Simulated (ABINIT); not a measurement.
# BN (P1) in ABINIT: further runs

Aim: see how the results for BN move with the level of theory and the settings. Levels: LDA, PBEsol, r2SCAN. Tasks: band structure.

Everything below comes from runs of ABINIT 10.8.3 (patched build). Logs are shortened: lines on timing, memory, paths and dates and some standing lists are left out, and cuts for length are marked. The log counts tension as positive stress, the text compression.

### Step 1. The crystal as given

The typed cell holds 2 atoms: a = 2.508 Å, b = 2.508 Å, c = 3.274 Å, α = 101.11°, β = 101.11°, γ = 119.81°.

The cell comes from a database or a generator and needn't be the stable form of this composition.

### Step 2. Band structure, LDA

run.abi

```
# Datasets: ground state, then fixed potential
ndtset 2

# Pseudopotentials
pp_dirpath "./"
pseudos "N.LDA_PW-JTH.xml, B.LDA_PW-JTH.xml"

# Structure
acell 4.7395104555 4.7395104555 6.1865032585
rprim
     1.0000000000     0.0000000000     0.0000000000
    -0.4970854952     0.8677015676     0.0000000000
    -0.1926426330    -0.3323752110     0.9232635242
ntypat 2
znucl 7 5
natom 2
typat 1 2
xred
     0.6685060000     0.3323850000     0.9849990000
     0.9796430000     0.9834990000     0.0018060000
chkprim 0
chksymtnons 0
tolsym 1.0e-6

# Plane-wave basis
ecut 26.0
pawecutdg 48.0
pawovlp 30

# Exchange and correlation
ixc 7

# Bands and occupations
occopt 3
tsmear 0.05 eV

# SCF cycle
nstep 100

# Output
iomode 3
prtwf 0
prteig 0
prtebands 0
enunit 1
prtden1 1

# Dataset 1
kptopt1 1
ngkpt1 13 13 9
nshiftk1 1
shiftk1 0.0 0.0 0.0
nband1 8
tolvrs1 1.0e-9

# Dataset 2: bands along G-Y-T-Z-G-X-A1-Y
iscf2 -2
getden2 1
nband2 14
nbdbuf2 4
tolwfr2 1.0e-11
kptopt2 -7
ndivsm2 6
prteig2 1
kptbounds2
     0.0000000000     0.0000000000     0.0000000000
     0.5000000000    -0.5000000000     0.0000000000
     0.5000000000    -0.5000000000    -0.5000000000
     0.0000000000     0.0000000000    -0.5000000000
     0.0000000000     0.0000000000     0.0000000000
     0.3772664522     0.3772664522    -0.3772664522
     0.7093019284    -0.2906980716    -0.2093019284
     0.5000000000    -0.5000000000     0.0000000000
```

Potentials or basis: JTH PAW LDA v2.0.

Launch:

```console
> abinit run.abi > log 2>&1
```

run.abo:

```text
.Version 10.8.3 of ABINIT
 DATASET    1 : space group P1 (#  1); Bravais aP (primitive triclinic)
================================================================================
 Values of the parameters that define the memory need for DATASET  1.
     intxc =       0    ionmov =       0      iscf =      17    lmnmax =       8
     lnmax =       4     mgfft =      30  mpssoang =       2    mqgrid =    3001
     natom =       2  nloc_mem =       2    nspden =       1   nspinor =       1
    nsppol =       1      nsym =       1    n1xccc =       1    ntypat =       2
    occopt =       3   xclevel =       1
       mpw =         723          nfft =       17280          nkpt =         761
 PAW method is used; the additional fine FFT grid is defined by:
   mgfftf=        40    nfftf =     36000
================================================================================
================================================================================

 DATASET    2 : space group P1 (#  1); Bravais aP (primitive triclinic)
================================================================================
 Values of the parameters that define the memory need for DATASET  2.
     intxc =       0    ionmov =       0      iscf =      -2    lmnmax =       8
     lnmax =       4     mgfft =      30  mpssoang =       2    mqgrid =    3001
     natom =       2  nloc_mem =       2    nspden =       1   nspinor =       1
    nsppol =       1      nsym =       1    n1xccc =       1    ntypat =       2
    occopt =       3   xclevel =       1
       mpw =         725          nfft =       17280          nkpt =          56
 PAW method is used; the additional fine FFT grid is defined by:
   mgfftf=        40    nfftf =     36000
================================================================================
================================================================================

--------------------------------------------------------------------------------
------------- Echo of variables that govern the present computation ------------
--------------------------------------------------------------------------------
 -outvars: echo values of preprocessed input variables --------
            acell      4.7395104555E+00  4.7395104555E+00  6.1865032585E+00 Bohr
              amu      1.40067400E+01  1.08110000E+01
          chkprim           0
      chksymtnons           0
             ecut      2.60000000E+01 Hartree
           enunit           1
           getden1          0
           getden2          1
             iscf1         17
             iscf2         -2
                       outvar_i_n : Printing only first  50 k-points.
              ixc           7
           jdtset        1    2
                       outvar_i_n : Printing only first  50 k-points.
           kptopt1          1
           kptopt2         -7
         kptrlatt       13    0    0      0   13    0      0    0    9
          kptrlen1     5.56785293E+01
          kptrlen2     3.00000000E+01
            natom           2
            nband1          8
            nband2         14
           nbdbuf1          0
           nbdbuf2          4
           ndtset           2
           ndivsm1          0
           ndivsm2          6
            ngfft          24      24      30
          ngfftdg          30      30      40
             nkpt1        761
             nkpt2         56
            nstep         100
             nsym           1
           ntypat           2
                       prtocc : prtvol=0, do not print more k-points.
           occopt           3
        pawecutdg      4.80000000E+01 Hartree
          pawovlp      3.0000000000E+01
        prtebands           0
           prteig1          0
           prteig2          1
            prtwf           0
            rprim      1.0000000000E+00  0.0000000000E+00  0.0000000000E+00
                      -4.9708549520E-01  8.6770156760E-01  0.0000000000E+00
                      -1.9264263300E-01 -3.3237521100E-01  9.2326352420E-01
           shiftk1     0.00000000E+00  0.00000000E+00  0.00000000E+00
           shiftk2     5.00000000E-01  5.00000000E-01  5.00000000E-01
          spgroup           1
           tolsym      1.00000000E-06
           tolvrs1     1.00000000E-09
           tolvrs2     0.00000000E+00
           tolwfr1     0.00000000E+00
           tolwfr2     1.00000000E-11
           tsmear      1.83746611E-03 Hartree
            typat      1  2
           useylm           1
                       outvars : Printing only first  50 k-points.
           xangst      6.4104797520E-01 -3.4844614479E-01  2.9771988755E+00
[... 217 lines left out ...]
meta: {optdriver: 0, ionmov: 0, optcell: 0, iscf: -2, paral_kgb: 0, }
...

 mkfilename : getden/=0, take file _DEN from output of DATASET   1.

 Exchange-correlation functional for the present dataset will be:
  LDA: Perdew-Wang 92 LSD fit to Ceperley-Alder data - ixc=7
  J.P.Perdew and Y.Wang, PRB 45, 13244 (1992)

 Real(R)+Recip(G) space primitive vectors, cartesian coordinates (Bohr,Bohr^-1):
 R(1)=  4.7395105  0.0000000  0.0000000  G(1)=  0.2109923  0.1208724  0.0875385
 R(2)= -2.3559419  4.1124807  0.0000000  G(2)=  0.0000000  0.2431622  0.0875385
 R(3)= -1.1917843 -2.0562403  5.7117728  G(3)=  0.0000000  0.0000000  0.1750770
 Unit cell volume ucvol=  1.1132899E+02 bohr^3
 Angles (23,13,12)=  1.01107046E+02  1.01107046E+02  1.19807365E+02 degrees

 Coarse grid specifications (used for wave-functions):

 getcut: wavevector=  0.0000  0.0000  0.0000  ngfft=  24  24  30
         ecut(hartree)=     26.000   => boxcut(ratio)=   2.11434

 Fine grid specifications (used for densities):

 getcut: wavevector=  0.0000  0.0000  0.0000  ngfft=  30  30  40
         ecut(hartree)=     48.000   => boxcut(ratio)=   2.03081
--------------------------------------------------------------------------------

================================================================================
 Non-SCF case, kpt    1 (  0.00000  0.00000  0.00000), residuals and eigenvalues=
  1.33E-12  1.99E-12  1.76E-12  2.02E-12  2.09E-12  7.54E-12  3.89E-12  1.01E-12
  2.02E-12  6.46E-12  5.62E-12  7.78E-12  1.93E-09  1.81E-04
 -5.1420E-01  1.0220E-02  5.9546E-02  1.1917E-01  3.4356E-01  5.2014E-01
  5.9819E-01  6.1770E-01  6.9705E-01  1.0705E+00  1.1453E+00  1.1747E+00
  1.2468E+00  1.3327E+00
 Non-SCF case, kpt    2 (  0.06250 -0.06250  0.00000), residuals and eigenvalues=
  3.39E-12  1.94E-12  5.02E-12  8.54E-12  9.25E-12  6.59E-12  1.85E-12  1.32E-12
  1.63E-12  6.08E-12  2.74E-11  1.21E-10  1.00E-06  7.11E-07
 -5.1137E-01  1.3556E-02  5.0681E-02  1.1065E-01  3.4873E-01  5.2478E-01
  6.0304E-01  6.1057E-01  7.0504E-01  1.0754E+00  1.1119E+00  1.1735E+00
[... 311 lines left out ...]
  6.0418E-01  6.9660E-01  7.3770E-01  9.2176E-01  1.0532E+00  1.0949E+00
  1.1701E+00  1.3740E+00
 Non-SCF case, kpt   55 (  0.53488 -0.46512 -0.03488), residuals and eigenvalues=
  2.53E-12  5.35E-12  4.51E-12  6.09E-12  5.87E-13  7.77E-13  1.69E-12  6.52E-12
  2.84E-12  2.24E-12  3.34E-12  5.90E-12  5.21E-11  2.60E-06
 -3.9459E-01 -1.9642E-01 -1.6859E-02  1.4653E-01  3.7109E-01  4.9371E-01
  5.9803E-01  6.8161E-01  8.0388E-01  9.3019E-01  9.9607E-01  1.0634E+00
  1.1990E+00  1.3940E+00
 Non-SCF case, kpt   56 (  0.50000 -0.50000  0.00000), residuals and eigenvalues=
  2.13E-12  8.47E-12  2.81E-12  5.59E-12  2.09E-12  1.35E-12  3.73E-12  7.88E-12
  2.21E-12  5.80E-12  2.81E-12  9.75E-12  4.84E-10  2.23E-05
 -3.9642E-01 -1.9854E-01 -6.7312E-03  1.4503E-01  3.7371E-01  4.8033E-01
  5.9618E-01  6.7680E-01  8.8008E-01  8.9172E-01  9.5063E-01  1.0639E+00
  1.2158E+00  1.4039E+00

--- !ResultsGS
iteration_state: {dtset: 2, }
comment   : Summary of ground state results
lattice_vectors:
- [  4.7395105,   0.0000000,   0.0000000, ]
- [ -2.3559419,   4.1124807,   0.0000000, ]
- [ -1.1917843,  -2.0562403,   5.7117728, ]
lattice_lengths: [   4.73951,    4.73951,    6.18650, ]
lattice_angles: [101.107, 101.107, 119.807, ] # degrees, (23, 13, 12)
lattice_volume:   1.1132899E+02
convergence: {deltae:  0.000E+00, res2:  0.000E+00, residm:  9.933E-12, diffor:  0.000E+00, }
etotal    :  -1.30063733E+01
entropy   :   0.00000000E+00
fermie    :   2.08407772E-01
cartesian_stress_tensor: null
pressure_GPa: null
xred      :
- [  6.6851E-01,   3.3238E-01,   9.8500E-01,  N]
- [  9.7964E-01,   9.8350E-01,   1.8060E-03,  B]
cartesian_forces: null
force_length_stats: {min: null, max: null, mean: null, }
...

 Integrated electronic density in atomic spheres:
 ------------------------------------------------
 Atom  Sphere_radius  Integrated_density
    1        1.20497          2.71108111
    2        1.70617          2.22163142

================================================================================

 ----iterations are completed or convergence reached----

 Mean square residual over all n,k,spin=   35.563E-13; max=  99.328E-13
 reduced coordinates (array xred) for    2 atoms
       0.668506000000      0.332385000000      0.984999000000
       0.979643000000      0.983499000000      0.001806000000

 cartesian coordinates (angstrom) at end:
    1      0.64104797520096    -0.34844614479322     2.97719887553985
    2      1.22970696252646     2.13835591476903     0.00545870723648
 length scales=  4.739510455500  4.739510455500  6.186503258500 bohr
              =  2.508040922186  2.508040922186  3.273756537354 angstroms
 Eigenvalues (   eV  ) for nkpt=  56  k points:
 kpt#   1, nband= 14, wtk=  1.00000, kpt=  0.0000  0.0000  0.0000 (reduced coord)
 -13.99221    0.27810    1.62033    3.24291    9.34874   14.15386   16.27768   16.80850
  18.96771   29.12859   31.16620   31.96533   33.92850   36.26424
 kpt#   2, nband= 14, wtk=  1.00000, kpt=  0.0625 -0.0625  0.0000 (reduced coord)
 -13.91511    0.36887    1.37910    3.01091    9.48952   14.27986   16.40965   16.61437
  19.18524   29.26255   30.25621   31.93267   34.87763   35.09990
 kpt#   3, nband= 14, wtk=  1.00000, kpt=  0.1250 -0.1250  0.0000 (reduced coord)
 -13.68592    0.61386    0.70934    2.43809    9.86751   14.50203   15.94028   17.07426
  19.73561   28.83790   29.53322   30.94627   34.40135   35.78376
 kpt#   4, nband= 14, wtk=  1.00000, kpt=  0.1875 -0.1875  0.0000 (reduced coord)
 -13.31198   -0.37597    1.08188    1.75279   10.40482   14.58981   15.07235   18.24914
  20.37906   27.54745   28.98525   29.61100   34.28142   35.37091
 kpt#   5, nband= 14, wtk=  1.00000, kpt=  0.2500 -0.2500  0.0000 (reduced coord)
 -12.80841   -1.64116    1.10469    1.66871   11.03501   13.81016   14.86246   19.78454
  20.86483   26.45955   27.29587   28.91844   34.01989   36.51683
 kpt#   6, nband= 14, wtk=  1.00000, kpt=  0.3125 -0.3125  0.0000 (reduced coord)
 -12.20530   -2.95125    0.56060    2.36380   11.62358   12.73510   15.02436   20.53229
[... 137 lines left out ...]
 -10.18295   -4.54686   -2.91978    4.08868    9.11598   16.03410   17.54075   18.36063
  20.73957   24.19131   27.53025   31.18261   32.11458   39.59033
 kpt#  53, nband= 14, wtk=  1.00000, kpt=  0.6047 -0.3953 -0.1047 (reduced coord)
 -10.39136   -4.89786   -2.07909    4.17502    9.49406   15.40131   16.82356   18.87589
  19.70730   24.63827   28.14253   31.31271   31.86641   37.52498
 kpt#  54, nband= 14, wtk=  1.00000, kpt=  0.5698 -0.4302 -0.0698 (reduced coord)
 -10.59578   -5.17396   -1.17183    4.08878    9.87026   14.36139   16.44061   18.95551
  20.07396   25.08239   28.65797   29.79401   31.83882   37.38902
 kpt#  55, nband= 14, wtk=  1.00000, kpt=  0.5349 -0.4651 -0.0349 (reduced coord)
 -10.73727   -5.34494   -0.45876    3.98725   10.09782   13.43466   16.27321   18.54753
  21.87467   25.31167   27.10435   28.93773   32.62726   37.93355
 kpt#  56, nband= 14, wtk=  1.00000, kpt=  0.5000 -0.5000  0.0000 (reduced coord)
 -10.78727   -5.40258   -0.18317    3.94633   10.16915   13.07056   16.22301   18.41675
  23.94813   24.26486   25.86808   28.94888   33.08428   38.20138

== END DATASET(S) ==============================================================
================================================================================

 -outvars: echo values of variables after computation  --------
            acell      4.7395104555E+00  4.7395104555E+00  6.1865032585E+00 Bohr
           etotal1    -1.3006373328E+01
            fcart1    -3.2065429555E-02 -4.0281030753E-02  1.1933026737E-02
                       3.2065429555E-02  4.0281030753E-02 -1.1933026737E-02
            rprim      1.0000000000E+00  0.0000000000E+00  0.0000000000E+00
                      -4.9708549520E-01  8.6770156760E-01  0.0000000000E+00
                      -1.9264263300E-01 -3.3237521100E-01  9.2326352420E-01
           strten1     4.5063561212E-04  5.5427913539E-05 -1.0771257492E-04
                      -3.9477443775E-05 -1.7647285497E-05  1.6557981029E-04
           xangst      6.4104797520E-01 -3.4844614479E-01  2.9771988755E+00
                       1.2297069625E+00  2.1383559148E+00  5.4587072365E-03
             xred      6.6850600000E-01  3.3238500000E-01  9.8499900000E-01
                       9.7964300000E-01  9.8349900000E-01  1.8060000000E-03
 Calculation completed.
```

Wall time 1.7 min (1 thread of Arm Neoverse V2, shared host); peak memory 0.2 GiB.

Results:

- Free energy: -353.9214 eV
- Pressure: -3.9 GPa
- Largest force: 2.718 eV/Å
- Band gap on the k mesh: 2.63 eV, indirect (least direct gap 4.39 eV)
- Band gap along the path: 2.56 eV, indirect (least direct gap 4.39 eV)

Forces in eV/Å, atoms in the order of the input:
```
N   -1.649 -2.071  0.614
B    1.649  2.071 -0.614
```

Levels at the corners of the path, in eV from the valence-band top:
```
point  band 1  band 2  band 3  band 4  band 5  band 6  band 7  band 8
    Γ  -18.17   -3.90   -2.55   -0.93    5.17    9.98   12.10   12.63
    Y  -14.96   -9.58   -4.36   -0.23    5.99    8.90   12.05   14.24
    T  -14.61   -9.02   -4.51   -2.35    2.56    9.01   15.04   19.33
    Z  -17.56   -7.23   -2.58   -0.98    9.69   10.43   12.09   12.41
    Γ  -18.17   -3.90   -2.55   -0.93    5.17    9.98   12.10   12.63
    X  -14.21   -8.47   -6.85   -1.45    3.13   12.31   12.67   17.49
   A1  -14.34   -8.38   -7.21   -1.37    5.18   12.29   14.30   14.57
    Y  -14.96   -9.58   -4.36   -0.23    5.99    8.90   12.05   14.24
```

Caveat: forces of over 1 eV/Å show positions far from the minimum, so gaps and moduli don't describe the material at rest; the atomic spheres overlap. Expect the measured gap to be larger: semilocal functionals such as LDA lack the derivative discontinuity.

### Step 3. Band structure, PBEsol

Edit run.abi of step 2 so:

```diff
@@ -5,3 +5,3 @@
 pp_dirpath "./"
-pseudos "N.LDA_PW-JTH.xml, B.LDA_PW-JTH.xml"
+pseudos "N.GGA_PBE-JTH.xml, B.GGA_PBE-JTH.xml"
 
@@ -27,2 +27,3 @@
 pawecutdg 48.0
+pawxcdev 0
 pawovlp 30
@@ -30,3 +31,3 @@
 # Exchange and correlation
-ixc 7
+ixc -116133
```

Potentials or basis: JTH PAW PBE v2.0.

Launch:

```console
> abinit run.abi > log 2>&1
```

Wall time 1.7 min (1 thread of Arm Neoverse V2, shared host); peak memory 0.21 GiB.

It converged, with:

```yaml
Free_energy: -352.0065 eV
Pressure: 2.0 GPa
Largest_force: 2.764 eV/Å
Band_gap_on_the_k_mesh: 2.70 eV, indirect (least direct gap 4.46 eV)
Band_gap_along_the_path: 2.63 eV, indirect (least direct gap 4.46 eV)
```

Forces on the atoms (eV/Å):
```
N   -1.681 -2.115  0.580
B    1.681  2.115 -0.580
```

Stress tensor (GPa, compression positive):
```
-5.94 -5.32  0.55
-5.32  6.71  1.18
 0.55  1.18  5.09
```

Levels at the corners of the path, in eV from the valence-band top:
```
point  band 2  band 3  band 4  band 5  band 6  band 7
    Γ   -3.89   -2.52   -0.90    5.21   10.06   12.16
    Y   -9.63   -4.33   -0.23    6.07    8.85   12.16
    T   -9.08   -4.49   -2.33    2.63    8.96   15.20
    Z   -7.21   -2.54   -0.94    9.77   10.54   12.14
    Γ   -3.89   -2.52   -0.90    5.21   10.06   12.16
    X   -8.50   -6.89   -1.44    3.20   12.37   12.76
   A1   -8.39   -7.26   -1.36    5.25   12.35   14.40
    Y   -9.63   -4.33   -0.23    6.07    8.85   12.16
```

Caveat: the PAW data sets were made with another functional, which shifts forces and pressure a little; the atomic spheres overlap.

### Step 4. Band structure, r2SCAN

Edit run.abi of step 3 so:

```diff
@@ -25,5 +25,4 @@
 # Plane-wave basis
-ecut 26.0
-pawecutdg 48.0
-pawxcdev 0
+ecut 31.0
+pawecutdg 53.0
 pawovlp 30
@@ -31,3 +30,5 @@
 # Exchange and correlation
-ixc -116133
+ixc -497498
+usekden 1
+pawxcdev 0
 
@@ -47,2 +48,3 @@
 prtden1 1
+prtkden1 1
 
@@ -50,3 +52,3 @@
 kptopt1 1
-ngkpt1 13 13 9
+ngkpt1 11 11 8
 nshiftk1 1
@@ -54,3 +56,3 @@
 nband1 8
-tolvrs1 1.0e-9
+tolvrs1 1.0e-7
 
@@ -59,2 +61,3 @@
 getden2 1
+getkden2 1
 nband2 14
```

Launch:

```console
> abinit run.abi > log 2>&1
```

Run time: 4.3 min. Hardware: 1 thread of Arm Neoverse V2, shared host; peak memory 0.2 GiB.

It converged, with:

| Property | Result |
| --- | --- |
| Free energy | -343.2691 eV |
| Pressure | 4.9 GPa |
| Largest force | 2.727 eV/Å |
| Band gap on the k mesh | 3.43 eV, indirect (least direct gap 5.14 eV) |
| Band gap along the path | 3.21 eV, indirect (least direct gap 5.16 eV) |

Forces on the atoms (eV/Å):
```
N   -1.644 -2.079  0.641
B    1.644  2.079 -0.641
```

Stress tensor (GPa, compression positive):
```
-4.22 -4.36  0.53
-4.36  6.69  1.13
 0.53  1.13 12.34
```

Levels at the corners of the path, in eV from the valence-band top:
```csv
point,band 1,band 2,band 3,band 4,band 5,band 6,band 7,band 8,band 9
Γ,-19.40,-3.97,-2.65,-0.94,5.84,10.81,12.93,14.05,15.66
Y,-16.13,-10.02,-4.51,-0.22,6.89,9.58,13.13,15.31,21.16
T,-15.80,-9.47,-4.66,-2.35,3.21,9.67,16.44,20.85,22.34
Z,-18.82,-7.31,-2.67,-0.99,10.51,11.52,12.91,13.12,19.40
Γ,-19.40,-3.97,-2.65,-0.94,5.84,10.81,12.93,14.05,15.66
X,-15.40,-8.82,-7.18,-1.45,3.84,13.31,13.75,18.75,19.73
A1,-15.53,-8.69,-7.58,-1.34,5.97,13.30,15.47,15.74,19.16
Y,-16.13,-10.02,-4.51,-0.22,6.89,9.58,13.13,15.31,21.16
```

Caveat: totals of a meta-GGA on PAW files have another zero than those of a GGA; the PAW data sets were made with another functional, which shifts forces and pressure a little; the mesh misses the band edges, which the band path finds closer together; the atomic spheres overlap.

### Step 5. The runs side by side

```tsv
level	potentials or basis	k mesh	cutoff (eV)	fine-grid cutoff	gap on the mesh (eV)	pressure (GPa)	largest force (eV/Å)
LDA	JTH PAW LDA v2.0	13 × 13 × 9	707	1306.15 eV	2.63	-3.9	2.72
PBEsol	JTH PAW PBE v2.0	13 × 13 × 9	707	1306.15 eV	2.70	2.0	2.76
r2SCAN	JTH PAW PBE v2.0	11 × 11 × 8	844	1442.2 eV	3.43	4.9	2.73
```

Alike in all rows: task band structure; no spin polarisation; cell as given; smearing fermi-dirac 0.05 eV.

Caveats: the atomic spheres overlap; the PAW data sets were made with another functional, which shifts forces and pressure a little (some runs); forces of over 1 eV/Å show positions far from the minimum, so gaps and moduli don't describe the material at rest (some runs); totals of a meta-GGA on PAW files have another zero than those of a GGA (some runs); the mesh misses the band edges, which the band path finds closer together (some runs).

Total energies depend on the potentials used, so only differences within one code and one set of settings carry meaning.
